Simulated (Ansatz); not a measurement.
# Thickness series of a Mo/SiC/W junction, part 5 of 6

Wanted: T(E), the conductance and its decay constant for Mo/SiC/W. The lower electrode is Mo bcc(001), the upper one W bcc(001); the barrier is SiC zinc blende(001) (Si and Si faces). In the first transport cell, after relaxation, the nearest pair of electrode and barrier is Mo–Si at 2.64 Å, at a slant, at the lower face and W–Si at 2.62 Å, at a slant, at the upper one. All share a net of side 3.15 Å, which strains the lower electrode by +0.0 %, the upper one by -0.6 % and the barrier by +1.7 %, against typed lattice constants near PBE's. The first steps treat the bulk electrodes alone.

Ansatz 0.2.0; PBE DFT, plane waves, PAW files (the session's first sound run).

So far, transmission at the Fermi level (a spin, zone mean): step 5 (the open system: T(E)) 0.00368; step 6 (conductance, atomic planes in the barrier 5, gap between the electrodes 8.58 Å) 0.0479; step 7 (conductance on a fine mesh, atomic planes in the barrier 7, gap between the …) 0.0104; step 8 (conductance, 31 atoms) 0.00391. Also channels of the lower lead: step 5 1.62.

## Step 9: Conductance, atomic planes in the barrier 11, gap between the electrodes 15.07 Å

Level of this step: PBE DFT, plane waves, PAW files; ballistic transmission by layer matching between semi-infinite leads (Ansatz).

System of this step: Mo/SiC/W. The cell holds 33 atoms: 11 Mo, 6 Si, 5 C and 11 W. Cell: a = 3.150 Å, b = 3.150 Å, c = 60.714 Å, α = 90.0°, β = 90.0°, γ = 90.0°. Regions: left electrode, 11 atoms (11 Mo); barrier, 11 atoms (6 Si and 5 C); right electrode, 11 atoms (11 W). Vacuum lies along c.

Barrier layers are added or taken out in the middle, and the relaxed faces stay.

Contents of input.yaml:

```yaml
crystal:
  lattice:
    - [3.15, 0.0, 0.0]
    - [0.0, 3.15, 0.0]
    - [0.0, 0.0, 60.7140939349]
  atoms:
    - { symbol: Mo, position: [0.0, 0.0, 0.1152944818] }
    - { symbol: Mo, position: [0.5, 0.5, 0.1413775084] }
    - { symbol: Mo, position: [0.0, 0.0, 0.1674605349] }
    - { symbol: Mo, position: [0.5, 0.5, 0.1935435614] }
    - { symbol: Mo, position: [0.0, 0.0, 0.219626588] }
    - { symbol: Mo, position: [0.5, 0.5, 0.2457096145] }
    - { symbol: Mo, position: [0.0, 0.0, 0.271792641] }
    - { symbol: Mo, position: [0.5, 0.5, 0.2978756676] }
    - { symbol: Mo, position: [0.0, 0.0, 0.3239586941] }
    - { symbol: Mo, position: [0.5, 0.5, 0.3500417206] }
    - { symbol: Mo, position: [0.0, 0.0, 0.3740158901] }
    - { symbol: Si, position: [0.5, 0.0, 0.4088509154] }
    - { symbol: C, position: [0.0, 0.0, 0.4271409193] }
    - { symbol: Si, position: [0.0, 0.5, 0.4450441103] }
    - { symbol: C, position: [0.5, 0.5, 0.4625752897] }
    - { symbol: Si, position: [0.5, 0.0, 0.4806856747] }
    - { symbol: C, position: [0.0, 0.0, 0.4982163247] }
    - { symbol: Si, position: [0.0, 0.5, 0.5163267098] }
    - { symbol: C, position: [0.5, 0.5, 0.5338573598] }
    - { symbol: Si, position: [0.5, 0.0, 0.5519611771] }
    - { symbol: C, position: [0.0, 0.0, 0.5694138096] }
    - { symbol: Si, position: [0.0, 0.5, 0.5877712823] }
    - { symbol: W, position: [0.5, 0.5, 0.6223101944] }
    - { symbol: W, position: [0.0, 0.0, 0.6468313655] }
    - { symbol: W, position: [0.5, 0.5, 0.6732618269] }
    - { symbol: W, position: [0.0, 0.0, 0.6996922883] }
    - { symbol: W, position: [0.5, 0.5, 0.7261227497] }
    - { symbol: W, position: [0.0, 0.0, 0.7525532111] }
    - { symbol: W, position: [0.5, 0.5, 0.7789836725] }
    - { symbol: W, position: [0.0, 0.0, 0.805414134] }
    - { symbol: W, position: [0.5, 0.5, 0.8318445954] }
    - { symbol: W, position: [0.0, 0.0, 0.8582750568] }
    - { symbol: W, position: [0.5, 0.5, 0.8847055182] }
kpoints:
  mp_grid: { grid: [8, 8, 1] }
scf:
  occupations: { method: fermi_dirac, width: 0.1 }
  max_iter: 150
hamiltonian:
  xc: pbe
output:
  transmission:
    kmesh: [26, 26]
    e_range: [-0.26, 0.27]
    de: 0.0375
    leads: [[4, 5], [27, 28]]
```

Launch:

```
$ ansatz run input.yaml --threads 4 --pin off --max-ram 12288MiB --backend cpu --events-out ev --progress --plain --runs-dir out
```

Numbers of over 12 decimals in the logs are rounded to 6 here.

What it wrote:

```text
[...]
Crystal: 33 atoms, lattice volume = 602.436 Å³
Basis set: ecut = 420 eV, 11867 PW (Γ)
Bands: 212, of which v1, the nominal top of the filled ones, is band 176 counted from 1 (175 counted from 0)
Symmetry: 4 space group operations
[...]
k-points: 25 of 64
[...]
channels       : 1.600592e0 a spin
[...]
slowest decay  : 0.0157 /Å at (0.1923, 0.2308)
[...]
filled         : 39.1 meV under the level at which it is neutral
    channels       : 1.198225e0 a spin
[...]
slowest decay  : 0.0336 /Å at (0.4231, 0.4231)
  junction   : crystal 0 to crystal 1, 14.82 to 45.59 Å
    transmission   : 6.972447e-4 a spin
[...]
resistance     : 1.5730e0 Ω µm² beyond half of each lead's own
[key lines of the parts left out:]
SCF converged after 11 iterations
Free energy (F): -173813.222052 eV
Fermi energy:    13.640970 eV
```

It took 11 min on 4 threads of Arm Neoverse V1, shared host; peak memory 4 GiB; 34 min of CPU time.

G = 6.4e11 S/m² (1/G = 1.57 Ω µm²), 0.20 times the step before of this kind. The largest error estimate is 137 %, from the leads' potential steps. In the worse lead the potential repeats within 61 meV, which the program flags as too much for a lead, so G carries that doubt.

## Step 10: Conductance, atomic planes in the barrier 13, gap between the electrodes 17.24 Å

System of this step: Mo/SiC/W. The cell holds 35 atoms: 11 Mo, 7 Si, 6 C and 11 W. Its edges and angles: a = 3.150 Å, b = 3.150 Å, c = 62.878 Å, α = 90.0°, β = 90.0°, γ = 90.0°. Regions: left electrode, 11 atoms (11 Mo); barrier, 13 atoms (7 Si and 6 C); right electrode, 11 atoms (11 W). Vacuum lies along c.

Barrier layers are added or taken out in the middle, and the relaxed faces stay.

Contents of input.yaml:

```yaml
crystal:
  lattice:
    - [3.15, 0.0, 0.0]
    - [0.0, 3.15, 0.0]
    - [0.0, 0.0, 62.878007083]
  atoms:
    - { symbol: Mo, position: [0.0, 0.0, 0.1113266836] }
    - { symbol: Mo, position: [0.5, 0.5, 0.1365120767] }
    - { symbol: Mo, position: [0.0, 0.0, 0.1616974697] }
    - { symbol: Mo, position: [0.5, 0.5, 0.1868828628] }
    - { symbol: Mo, position: [0.0, 0.0, 0.2120682558] }
    - { symbol: Mo, position: [0.5, 0.5, 0.2372536489] }
    - { symbol: Mo, position: [0.0, 0.0, 0.2624390419] }
    - { symbol: Mo, position: [0.5, 0.5, 0.287624435] }
    - { symbol: Mo, position: [0.0, 0.0, 0.312809828] }
    - { symbol: Mo, position: [0.5, 0.5, 0.3379952211] }
    - { symbol: Mo, position: [0.0, 0.0, 0.3611443323] }
    - { symbol: Si, position: [0.5, 0.0, 0.3947805287] }
    - { symbol: C, position: [0.0, 0.0, 0.4124410919] }
    - { symbol: Si, position: [0.0, 0.5, 0.4297281541] }
    - { symbol: C, position: [0.5, 0.5, 0.4466560073] }
    - { symbol: Si, position: [0.5, 0.0, 0.4641431331] }
    - { symbol: C, position: [0.0, 0.0, 0.4810704751] }
    - { symbol: Si, position: [0.0, 0.5, 0.4985576009] }
    - { symbol: C, position: [0.5, 0.5, 0.5154849429] }
    - { symbol: Si, position: [0.5, 0.0, 0.5329720686] }
    - { symbol: C, position: [0.0, 0.0, 0.5498994106] }
    - { symbol: Si, position: [0.0, 0.5, 0.5673801948] }
    - { symbol: C, position: [0.5, 0.5, 0.5842322042] }
    - { symbol: Si, position: [0.5, 0.0, 0.6019579142] }
    - { symbol: W, position: [0.0, 0.0, 0.635308188] }
    - { symbol: W, position: [0.5, 0.5, 0.6589854761] }
    - { symbol: W, position: [0.0, 0.0, 0.6845063472] }
    - { symbol: W, position: [0.5, 0.5, 0.7100272184] }
    - { symbol: W, position: [0.0, 0.0, 0.7355480895] }
    - { symbol: W, position: [0.5, 0.5, 0.7610689607] }
    - { symbol: W, position: [0.0, 0.0, 0.7865898318] }
    - { symbol: W, position: [0.5, 0.5, 0.812110703] }
    - { symbol: W, position: [0.0, 0.0, 0.8376315741] }
    - { symbol: W, position: [0.5, 0.5, 0.8631524453] }
    - { symbol: W, position: [0.0, 0.0, 0.8886733164] }
kpoints:
  mp_grid: { grid: [8, 8, 1] }
scf:
  occupations: { method: fermi_dirac, width: 0.1 }
  max_iter: 150
hamiltonian:
  xc: pbe
output:
  transmission:
    kmesh: [26, 26]
    e_range: [-0.26, 0.27]
    de: 0.0375
    leads: [[4, 5], [29, 30]]
```

What it wrote:

```text
[...]
Crystal: 35 atoms, lattice volume = 623.907 Å³
Basis set: ecut = 420 eV, 12307 PW (Γ)
Bands: 216, of which v1, the nominal top of the filled ones, is band 180 counted from 1 (179 counted from 0)
Symmetry: 4 space group operations
[...]
k-points: 25 of 64
[...]
channels       : 1.600592e0 a spin
[...]
slowest decay  : 0.0157 /Å at (0.1923, 0.2308)
[...]
filled         : 39.1 meV under the level at which it is neutral
    channels       : 1.198225e0 a spin
[...]
slowest decay  : 0.0335 /Å at (0.4231, 0.4231)
  junction   : crystal 0 to crystal 1, 14.82 to 47.75 Å
    transmission   : 2.270509e-4 a spin
[...]
resistance     : 5.0839e0 Ω µm² beyond half of each lead's own
[key lines of the parts left out:]
SCF converged after 11 iterations
Free energy (F): -174700.359642 eV
Fermi energy:    13.510073 eV
```

Wall time 12 min (4 threads); peak memory 4.2 GiB; 35 min of CPU time.

One spin. The transmission, zone mean by energy, zero at the Fermi level:

```csv
energy (eV),"transmission, zone mean"
-0.260,0.00148
-0.223,0.00145
-0.185,0.00143
-0.147,0.00293
-0.110,5.0e-4
-0.072,3.0e-4
-0.035,2.7e-4
0.003,2.3e-4
0.040,2.0e-4
0.077,2.0e-4
0.115,1.7e-4
0.152,1.5e-4
0.190,1.4e-4
0.228,1.3e-4
0.265,9.1e-5
```

G = 2.0e11 S/m² (1/G = 5.08 Ω µm²), 0.31 times the step before of this kind. The largest error estimate is 67 %, from the leads' potential steps. In the worse lead the potential repeats within 61 meV, which the program flags as too much for a lead, so G carries that doubt.

## Step 11: Conductance, atomic planes in the barrier 15, gap between the electrodes 19.4 Å

System of this step: Mo/SiC/W. The cell holds 37 atoms: 11 Mo, 8 Si, 7 C and 11 W. Cell: a = 3.150 Å, b = 3.150 Å, c = 65.042 Å, α = 90.0°, β = 90.0°, γ = 90.0°. Regions: left electrode, 11 atoms (11 Mo); barrier, 15 atoms (8 Si and 7 C); right electrode, 11 atoms (11 W). Vacuum lies along c.

Barrier layers are added or taken out in the middle, and the relaxed faces stay.

Contents of input.yaml:

```yaml
crystal:
  lattice:
    - [3.15, 0.0, 0.0]
    - [0.0, 3.15, 0.0]
    - [0.0, 0.0, 65.0419202311]
  atoms:
    - { symbol: Mo, position: [0.0, 0.0, 0.1076228988] }
    - { symbol: Mo, position: [0.5, 0.5, 0.1319703861] }
    - { symbol: Mo, position: [0.0, 0.0, 0.1563178733] }
    - { symbol: Mo, position: [0.5, 0.5, 0.1806653605] }
    - { symbol: Mo, position: [0.0, 0.0, 0.2050128478] }
    - { symbol: Mo, position: [0.5, 0.5, 0.229360335] }
    - { symbol: Mo, position: [0.0, 0.0, 0.2537078223] }
    - { symbol: Mo, position: [0.5, 0.5, 0.2780553095] }
    - { symbol: Mo, position: [0.0, 0.0, 0.3024027967] }
    - { symbol: Mo, position: [0.5, 0.5, 0.326750284] }
    - { symbol: Mo, position: [0.0, 0.0, 0.3491292355] }
    - { symbol: Si, position: [0.5, 0.0, 0.381646372] }
    - { symbol: C, position: [0.0, 0.0, 0.3987193768] }
    - { symbol: Si, position: [0.0, 0.5, 0.4154313068] }
    - { symbol: C, position: [0.5, 0.5, 0.4317959785] }
    - { symbol: Si, position: [0.5, 0.0, 0.4487013161] }
    - { symbol: C, position: [0.0, 0.0, 0.4650654936] }
    - { symbol: Si, position: [0.0, 0.5, 0.4819708312] }
    - { symbol: C, position: [0.5, 0.5, 0.4983350088] }
    - { symbol: Si, position: [0.5, 0.0, 0.5152403463] }
    - { symbol: C, position: [0.0, 0.0, 0.5316045239] }
    - { symbol: Si, position: [0.0, 0.5, 0.5485098614] }
    - { symbol: C, position: [0.5, 0.5, 0.564874039] }
    - { symbol: Si, position: [0.5, 0.0, 0.5817732459] }
    - { symbol: C, position: [0.0, 0.0, 0.5980645972] }
    - { symbol: Si, position: [0.0, 0.5, 0.6152005814] }
    - { symbol: W, position: [0.5, 0.5, 0.6474413077] }
    - { symbol: W, position: [0.0, 0.0, 0.670330864] }
    - { symbol: W, position: [0.5, 0.5, 0.6950026681] }
    - { symbol: W, position: [0.0, 0.0, 0.7196744722] }
    - { symbol: W, position: [0.5, 0.5, 0.7443462764] }
    - { symbol: W, position: [0.0, 0.0, 0.7690180805] }
    - { symbol: W, position: [0.5, 0.5, 0.7936898846] }
    - { symbol: W, position: [0.0, 0.0, 0.8183616888] }
    - { symbol: W, position: [0.5, 0.5, 0.8430334929] }
    - { symbol: W, position: [0.0, 0.0, 0.867705297] }
    - { symbol: W, position: [0.5, 0.5, 0.8923771012] }
kpoints:
  mp_grid: { grid: [8, 8, 1] }
scf:
  occupations: { method: fermi_dirac, width: 0.1 }
  max_iter: 150
hamiltonian:
  xc: pbe
output:
  transmission:
    kmesh: [26, 26]
    e_range: [-0.26, 0.27]
    de: 0.0375
    leads: [[4, 5], [31, 32]]
```

What it wrote:

```text
[...]
Crystal: 37 atoms, lattice volume = 645.378 Å³
Basis set: ecut = 420 eV, 12697 PW (Γ)
Bands: 221, of which v1, the nominal top of the filled ones, is band 184 counted from 1 (183 counted from 0)
Symmetry: 4 space group operations
[...]
k-points: 25 of 64
[...]
channels       : 1.600592e0 a spin
[...]
slowest decay  : 0.0157 /Å at (0.1923, 0.2308)
[...]
filled         : 39.1 meV under the level at which it is neutral
    channels       : 1.198225e0 a spin
[...]
slowest decay  : 0.0337 /Å at (0.4231, 0.4231)
  junction   : crystal 0 to crystal 1, 14.82 to 49.91 Å
    transmission   : 5.516144e-5 a spin
[...]
resistance     : 2.1309e1 Ω µm² beyond half of each lead's own
[key lines of the parts left out:]
SCF converged after 12 iterations
Free energy (F): -175587.498722 eV
Fermi energy:    13.387893 eV
```

Wall time 13 min (4 threads); peak memory 4.4 GiB.

One spin. The transmission, zone mean by energy, zero at the Fermi level:

```csv
energy (eV),"transmission, zone mean"
-0.260,4.5e-4
-0.223,5.4e-4
-0.185,3.0e-4
-0.147,3.5e-4
-0.110,1.2e-4
-0.072,8.2e-5
-0.035,6.6e-5
0.003,5.5e-5
0.040,4.8e-5
0.077,4.5e-5
0.115,3.3e-5
0.152,2.8e-5
0.190,2.6e-5
0.228,2.4e-5
0.265,1.9e-5
```

G = 4.7e10 S/m² (1/G = 21.3 Ω µm²), 0.24 times the step before of this kind. The largest error estimate is 68 %, from the leads' potential steps. In the worse lead the potential repeats within 61 meV, which the program flags as too much for a lead, so G carries that doubt.

## Step 12: Conductance on a fine mesh, atomic planes in the barrier 19, gap between the electrodes 23.73 Å

System of this step: Mo/SiC/W. The cell holds 41 atoms: 11 Mo, 10 Si, 9 C and 11 W. Its edges and angles: a = 3.150 Å, b = 3.150 Å, c = 69.370 Å, α = 90.0°, β = 90.0°, γ = 90.0°. Regions: left electrode, 11 atoms (11 Mo); barrier, 19 atoms (10 Si and 9 C); right electrode, 11 atoms (11 W). Vacuum lies along c.

Barrier layers are added or taken out in the middle, and the relaxed faces stay.

Contents of input.yaml:

```yaml
crystal:
  lattice:
    - [3.15, 0.0, 0.0]
    - [0.0, 3.15, 0.0]
    - [0.0, 0.0, 69.3697465274]
  atoms:
    - { symbol: Mo, position: [0.0, 0.0, 0.1009085423] }
    - { symbol: Mo, position: [0.5, 0.5, 0.1237370432] }
    - { symbol: Mo, position: [0.0, 0.0, 0.1465655441] }
    - { symbol: Mo, position: [0.5, 0.5, 0.1693940451] }
    - { symbol: Mo, position: [0.0, 0.0, 0.192222546] }
    - { symbol: Mo, position: [0.5, 0.5, 0.2150510469] }
    - { symbol: Mo, position: [0.0, 0.0, 0.2378795478] }
    - { symbol: Mo, position: [0.5, 0.5, 0.2607080488] }
    - { symbol: Mo, position: [0.0, 0.0, 0.2835365497] }
    - { symbol: Mo, position: [0.5, 0.5, 0.3063650506] }
    - { symbol: Mo, position: [0.0, 0.0, 0.3273478284] }
    - { symbol: Si, position: [0.5, 0.0, 0.3578362921] }
    - { symbol: C, position: [0.0, 0.0, 0.3738441496] }
    - { symbol: Si, position: [0.0, 0.5, 0.3895134589] }
    - { symbol: C, position: [0.5, 0.5, 0.4048571747] }
    - { symbol: Si, position: [0.5, 0.0, 0.4207078254] }
    - { symbol: C, position: [0.0, 0.0, 0.4360510778] }
    - { symbol: Si, position: [0.0, 0.5, 0.4519017284] }
    - { symbol: C, position: [0.5, 0.5, 0.4672449808] }
    - { symbol: Si, position: [0.5, 0.0, 0.4830956315] }
    - { symbol: C, position: [0.0, 0.0, 0.4984388839] }
    - { symbol: Si, position: [0.0, 0.5, 0.5142895346] }
    - { symbol: C, position: [0.5, 0.5, 0.529632787] }
    - { symbol: Si, position: [0.5, 0.0, 0.5454834376] }
    - { symbol: C, position: [0.0, 0.0, 0.56082669] }
    - { symbol: Si, position: [0.0, 0.5, 0.5766773407] }
    - { symbol: C, position: [0.5, 0.5, 0.5920205931] }
    - { symbol: Si, position: [0.5, 0.0, 0.6078654956] }
    - { symbol: C, position: [0.0, 0.0, 0.6231404652] }
    - { symbol: Si, position: [0.0, 0.5, 0.6392073729] }
    - { symbol: W, position: [0.5, 0.5, 0.6694366711] }
    - { symbol: W, position: [0.0, 0.0, 0.6908981981] }
    - { symbol: W, position: [0.5, 0.5, 0.7140307825] }
    - { symbol: W, position: [0.0, 0.0, 0.7371633669] }
    - { symbol: W, position: [0.5, 0.5, 0.7602959513] }
    - { symbol: W, position: [0.0, 0.0, 0.7834285357] }
    - { symbol: W, position: [0.5, 0.5, 0.8065611201] }
    - { symbol: W, position: [0.0, 0.0, 0.8296937045] }
    - { symbol: W, position: [0.5, 0.5, 0.8528262889] }
    - { symbol: W, position: [0.0, 0.0, 0.8759588733] }
    - { symbol: W, position: [0.5, 0.5, 0.8990914577] }
kpoints:
  mp_grid: { grid: [8, 8, 1] }
scf:
  occupations: { method: fermi_dirac, width: 0.1 }
  max_iter: 150
hamiltonian:
  xc: pbe
output:
  transmission:
    kmesh: [26, 26]
    e_range: [-0.26, 0.27]
    de: 0.0375
    leads: [[4, 5], [35, 36]]
```

What it wrote:

```text
[...]
Crystal: 41 atoms, lattice volume = 688.321 Å³
Basis set: ecut = 420 eV, 13567 PW (Γ)
Bands: 233, of which v1, the nominal top of the filled ones, is band 192 counted from 1 (191 counted from 0)
Symmetry: 4 space group operations
[...]
k-points: 25 of 64
[...]
channels       : 1.600592e0 a spin
[...]
slowest decay  : 0.0157 /Å at (0.1923, 0.2308)
[...]
filled         : 39.2 meV under the level at which it is neutral
    channels       : 1.198225e0 a spin
[...]
slowest decay  : 0.0336 /Å at (0.4231, 0.4231)
  junction   : crystal 0 to crystal 1, 14.82 to 54.24 Å
    transmission   : 4.186750e-6 a spin
[...]
resistance     : 2.6999e2 Ω µm² beyond half of each lead's own
[key lines of the parts left out:]
SCF converged after 13 iterations
Free energy (F): -177361.778341 eV
Fermi energy:    13.166450 eV
```

Elapsed: 16 min, on 4 threads; peak memory 4.9 GiB.

One spin. Transmission, zone mean against energy, zero at the Fermi level:

```csv
energy (eV),"transmission, zone mean"
-0.260,3.6e-5
-0.223,3.6e-5
-0.185,3.7e-5
-0.147,4.6e-5
-0.110,1.2e-5
-0.072,6.0e-6
-0.035,4.7e-6
0.003,4.2e-6
0.040,3.9e-6
0.077,3.9e-6
0.115,3.1e-6
0.152,2.9e-6
0.190,2.9e-6
0.228,2.8e-6
0.265,2.2e-6
```

G = 3.7e9 S/m² (1/G = 270 Ω µm²), 0.079 times the step before of this kind. The largest error estimate is 128 %, from the leads' potential steps. In the worse lead the potential repeats within 61 meV, which the program flags as too much for a lead, so G carries that doubt.

[end of part 5 of 6]

[Logs are printed without paths, hosts, clocks, repeated set-up lines and the standing remarks that a program may print on its own settings, such as how far it seeks lower states.]

[Hosts, paths, dates, database ids (printed as entryN), source tags and the programs' standing remarks are cut or masked in the printed files.]
